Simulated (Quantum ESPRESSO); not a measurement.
# CdTe (F-43m) in Quantum ESPRESSO: convergence with density cutoff

Aim: find how far density cutoff must go before the results for CdTe settle, at PBE. This setting moves, with any that are tied to it; all else stays.

Program: Quantum ESPRESSO 7.5. These are calculated values, not measurements. Logs are shortened: lines on timing, memory, paths and dates and some standing lists are left out, and cuts for length are marked.

## Step 1: The crystal as given

It takes space group F-43m (No. 216, cubic). Conventional cell: a = 6.410 Å, b = 6.410 Å, c = 6.410 Å, α = 90.00°, β = 90.00°, γ = 90.00°. Around Te (site symmetry -43m) lie 4 Cd at 2.78 Å. Around Cd (site symmetry -43m) lie 4 Te at 2.78 Å.

## Step 2: With density cutoff 240 Ry

Contents of pw.in:

```
&CONTROL
  calculation = 'scf'
  prefix = 'pwscf'
  outdir = './tmp'
  pseudo_dir = './pseudo'
  tprnfor = .true.
  tstress = .true.
  disk_io = 'nowf'
/
&SYSTEM
  ibrav = 0
  nat = 2
  ntyp = 2
  ecutwfc = 60
  ecutrho = 240
  nbnd = 15
  occupations = 'smearing'
  smearing = 'fd'
  degauss = 0.00367493
/
&ELECTRONS
  conv_thr = 4d-10
  electron_maxstep = 120
  mixing_beta = 0.5
/
ATOMIC_SPECIES
Te   127.6000 Te_pbe_v1.uspp.F.UPF
Cd   112.4140 Cd.pbe-dn-rrkjus_psl.0.3.1.UPF
CELL_PARAMETERS angstrom
   0.0000000000    3.2050000000    3.2050000000
   3.2050000000    0.0000000000    3.2050000000
   3.2050000000    3.2050000000    0.0000000000
ATOMIC_POSITIONS crystal
Te     0.7500000000    0.7500000000    0.7500000000
Cd     0.0000000000    0.0000000000    0.0000000000
K_POINTS automatic
7 7 7 0 0 0
```

Potentials or basis: SSSP 1.3 efficiency PBE.

Run with:

```sh
> OMP_NUM_THREADS=1 pw.x -in pw.in > pw.out
```

pw.out:

```text
This program is part of the open-source Quantum ESPRESSO suite
     for quantum simulation of materials; please cite
         "P. Giannozzi et al., J. Phys.:Condens. Matter 21 395502 (2009);
         "P. Giannozzi et al., J. Phys.:Condens. Matter 29 465901 (2017);
         "P. Giannozzi et al., J. Chem. Phys. 152 154105 (2020);
     in publications or presentations arising from this work. More details at

     file Cd.pbe-dn-rrkjus_psl.0.3.1.UPF: wavefunction(s)  4D renormalized
     Message from routine setup:
     using ibrav=0 with symmetry is DISCOURAGED, use correct ibrav instead

     G-vector sticks info
     --------------------
     sticks:   dense  smooth     PW     G-vecs:    dense   smooth      PW
     Sum        1213    1213    361                27941    27941    4477

     Using Slab Decomposition

     bravais-lattice index     =            0
     lattice parameter (alat)  =       8.5653  a.u.
     unit-cell volume          =     444.3352 (a.u.)^3
     number of atoms/cell      =            2
     number of atomic types    =            2
     number of electrons       =        18.00
     number of Kohn-Sham states=           15
     kinetic-energy cutoff     =      60.0000  Ry
     charge density cutoff     =     240.0000  Ry
     scf convergence threshold =      4.0E-10
     mixing beta               =       0.5000
     number of iterations used =            8  plain     mixing
     Exchange-correlation= PBE
                           (   1   4   3   4   0   0   0)

     celldm(1)=   8.565287  celldm(2)=   0.000000  celldm(3)=   0.000000
     celldm(4)=   0.000000  celldm(5)=   0.000000  celldm(6)=   0.000000

     crystal axes: (cart. coord. in units of alat)
               a(1) = (   0.000000   0.707107   0.707107 )
               a(2) = (   0.707107   0.000000   0.707107 )
               a(3) = (   0.707107   0.707107   0.000000 )
[... 49 lines left out ...]
        k(    4) = (   0.3030458   0.3030458  -0.3030458), wk =   0.0466472
        k(    5) = (   0.2020305  -0.0000000   0.0000000), wk =   0.0349854
        k(    6) = (   0.3030458   0.1010153  -0.1010153), wk =   0.1399417
[... 12 lines left out ...]
        k(   19) = (  -0.1010153  -0.5050763   0.7071068), wk =   0.1399417
        k(   20) = (   0.0000000  -0.4040610   0.6060915), wk =   0.1399417

     Dense  grid:    27941 G-vectors     FFT dimensions: (  45,  45,  45)

     Initial potential from superposition of free atoms

     starting charge      17.9949, renormalised to      18.0000
     Starting wfcs are   13 randomized atomic wfcs +    2 random wfcs

     Self-consistent Calculation

     iteration #  1     ecut=    60.00 Ry     beta= 0.50
     Davidson diagonalization with overlap
     ethr =  1.00E-02,  avg # of iterations =  5.3

     Threshold (ethr) on eigenvalues was too large:
     Diagonalizing with lowered threshold

     Davidson diagonalization with overlap
     ethr =  2.41E-04,  avg # of iterations =  4.0

     total energy              =    -148.79581721 Ry
     estimated scf accuracy    <       0.04702226 Ry
[... 50 lines left out ...]
     iteration #  9     ecut=    60.00 Ry     beta= 0.50
     Davidson diagonalization with overlap
     ethr =  9.59E-11,  avg # of iterations =  2.0

     End of self-consistent calculation

          k = 0.0000 0.0000 0.0000 (  3479 PWs)   bands (ev):

    -5.9799  -2.9065  -2.9065  -2.9065  -2.6150  -2.6150   5.4068   5.4068
     5.4068   6.2748   9.9363   9.9363   9.9363  13.1513  14.8642

          k = 0.1010 0.1010-0.1010 (  3518 PWs)   bands (ev):
[... 71 lines left out ...]
    -5.4089  -2.7578  -2.7283  -2.6967  -2.5804  -2.0623   0.9617   3.0390
     3.5320   8.0609   8.7785  13.5014  13.8961  14.4238  16.0495

          k = 0.4041 0.2020 0.0000 (  3491 PWs)   bands (ev):

    -5.5826  -2.8177  -2.8058  -2.6668  -2.5973  -2.4380   1.8647   3.5237
     4.3071   8.8085   9.4115  10.7532  12.2298  13.4484  16.0245

          k =-0.2020-0.4041 0.6061 (  3489 PWs)   bands (ev):
[... 11 lines left out ...]
    -5.4189  -2.7766  -2.7591  -2.6494  -2.6059  -2.0234   1.0521   2.7340
     3.4618   9.0990  10.2331  11.3734  12.1589  14.4614  15.7700

     the Fermi energy is     5.8715 ev

!    total energy              =    -148.80724384 Ry
     estimated scf accuracy    <          2.6E-11 Ry
     smearing contrib. (-TS)   =      -0.00000013 Ry
     internal energy E=F+TS    =    -148.80724371 Ry

     The total energy is F=E-TS. E is the sum of the following terms:
     one-electron contribution =     -54.85734746 Ry
     hartree contribution      =      41.10899788 Ry
     xc contribution           =     -57.39500128 Ry
     ewald contribution        =     -77.66389284 Ry

     convergence has been achieved in   9 iterations

     Forces acting on atoms (cartesian axes, Ry/au):

     atom    1 type  1   force =    -0.00000000   -0.00000000    0.00000000
     atom    2 type  2   force =    -0.00000000    0.00000000    0.00000000

     Total force =     0.000000     Total SCF correction =     0.000000

     Computing stress (Cartesian axis) and pressure

          total   stress  (Ry/bohr**3)                   (kbar)     P=       44.13
   0.00030001  -0.00000000  -0.00000000           44.13       -0.00       -0.00
  -0.00000000   0.00030001   0.00000000           -0.00       44.13        0.00
  -0.00000000   0.00000000   0.00030001           -0.00        0.00       44.13

=------------------------------------------------------------------------------=
   JOB DONE.
=------------------------------------------------------------------------------=
```

It took 26 s on 1 thread of Arm Neoverse V1, shared host; peak memory 0.14 GiB.

Results:

```
Free energy            : -2024.6257 eV
Pressure               : 4.4 GPa
Band gap on the k mesh : 0.87 eV, direct
```

## Step 3: With density cutoff 300 Ry

Edit pw.in of step 2 so:

```diff
@@ -14,3 +14,3 @@
   ecutwfc = 60
-  ecutrho = 240
+  ecutrho = 300
   nbnd = 15
```

Potentials or basis: SSSP 1.3 efficiency PBE.

Run with:

```sh
> OMP_NUM_THREADS=1 pw.x -in pw.in > pw.out
```

It took 28 s on 1 thread of Arm Neoverse V1, shared host; peak memory 0.18 GiB.

What came out:

| Item | Value |
| --- | --- |
| Free energy | -2024.6255 eV |
| Pressure | 4.4 GPa |
| Band gap on the k mesh | 0.87 eV, direct |

## Step 4: With density cutoff 360 Ry

Edit pw.in of step 3 so:

```diff
@@ -14,3 +14,3 @@
   ecutwfc = 60
-  ecutrho = 300
+  ecutrho = 360
   nbnd = 15
```

Run with:

```sh
> OMP_NUM_THREADS=1 pw.x -in pw.in > pw.out
```

It took 30 s on 1 thread of Arm Neoverse V1, shared host; peak memory 0.22 GiB.

What came out:

```yaml
Free_energy: -2024.6253 eV
Pressure: 4.4 GPa
Band_gap_on_the_k_mesh: 0.87 eV, direct
```

## Step 5: With density cutoff 420 Ry

Edit pw.in of step 4 so:

```diff
@@ -14,3 +14,3 @@
   ecutwfc = 60
-  ecutrho = 360
+  ecutrho = 420
   nbnd = 15
```

Run with:

```sh
> OMP_NUM_THREADS=1 pw.x -in pw.in > pw.out
```

Run time: 32 s. Hardware: 1 thread of Arm Neoverse V1, shared host; peak memory 0.27 GiB.

Results:

- Free energy: -2024.6252 eV
- Pressure: 4.4 GPa
- Band gap on the k mesh: 0.87 eV, direct

## Step 6: With density cutoff 480 Ry

Edit pw.in of step 5 so:

```diff
@@ -14,3 +14,3 @@
   ecutwfc = 60
-  ecutrho = 420
+  ecutrho = 480
   nbnd = 15
```

Potentials or basis: SSSP 1.3 efficiency PBE.

Run with:

```sh
> OMP_NUM_THREADS=1 pw.x -in pw.in > pw.out
```

Run time: 36 s. Hardware: 1 thread of Arm Neoverse V1, shared host; peak memory 0.32 GiB.

It converged, with:

```yaml
Free_energy: -2024.6252 eV
Pressure: 4.4 GPa
Band_gap_on_the_k_mesh: 0.87 eV, direct
```

## Step 7: With density cutoff 600 Ry

Edit pw.in of step 6 so:

```diff
@@ -14,3 +14,3 @@
   ecutwfc = 60
-  ecutrho = 480
+  ecutrho = 600
   nbnd = 15
```

Run with:

```sh
> OMP_NUM_THREADS=1 pw.x -in pw.in > pw.out
```

Wall time 41 s (1 thread of Arm Neoverse V1, shared host); peak memory 0.43 GiB.

It converged, with:

| Item | Value |
| --- | --- |
| Free energy | -2024.6252 eV |
| Pressure | 4.4 GPa |
| Band gap on the k mesh | 0.87 eV, direct |

## Step 8: With density cutoff 720 Ry

Edit pw.in of step 7 so:

```diff
@@ -14,3 +14,3 @@
   ecutwfc = 60
-  ecutrho = 600
+  ecutrho = 720
   nbnd = 15
```

Run with:

```sh
> OMP_NUM_THREADS=1 pw.x -in pw.in > pw.out
```

Run time: 50 s. Hardware: 1 thread of Arm Neoverse V1, shared host; peak memory 0.55 GiB.

Results (log left out):

```
Free energy            : -2024.6252 eV
Pressure               : 4.4 GPa
Band gap on the k mesh : 0.87 eV, direct
```

## Step 9: With density cutoff 960 Ry

Edit pw.in of step 8 so:

```diff
@@ -14,3 +14,3 @@
   ecutwfc = 60
-  ecutrho = 720
+  ecutrho = 960
   nbnd = 15
```

Potentials or basis: SSSP 1.3 efficiency PBE.

Run with:

```sh
> OMP_NUM_THREADS=1 pw.x -in pw.in > pw.out
```

Run time: 71 s. Hardware: 1 thread of Arm Neoverse V1, shared host; peak memory 0.79 GiB.

The run converged. Its results:

| Item | Value |
| --- | --- |
| Free energy | -2024.6252 eV |
| Pressure | 4.4 GPa |
| Band gap on the k mesh | 0.87 eV, direct |

## Step 10: The series at a glance

| density cutoff | energy less the tightest run, at zero smearing (meV/atom) | SCF cycles | CPU time (s) | peak memory (GiB) |
| --- | --- | --- | --- | --- |
| 240 Ry | -0.25 | 9 | 26 | 0.14 |
| 300 Ry | -0.13 | 9 | 28 | 0.18 |
| 360 Ry | -0.04 | 9 | 30 | 0.22 |
| 420 Ry | -0.01 | 9 | 32 | 0.27 |
| 480 Ry | 0.00 | 9 | 36 | 0.32 |
| 600 Ry | 0.00 | 9 | 41 | 0.43 |
| 720 Ry | 0.00 | 10 | 50 | 0.55 |
| 960 Ry | 0.00 | 11 | 71 | 0.79 |

Against the tightest run, the energy stays within 1 meV/atom from 240 Ry on. The tightest run that finished is the yardstick and may itself not be fully converged.

Caveats: spin-orbit coupling is left out, which moves the levels of the heavy elements.
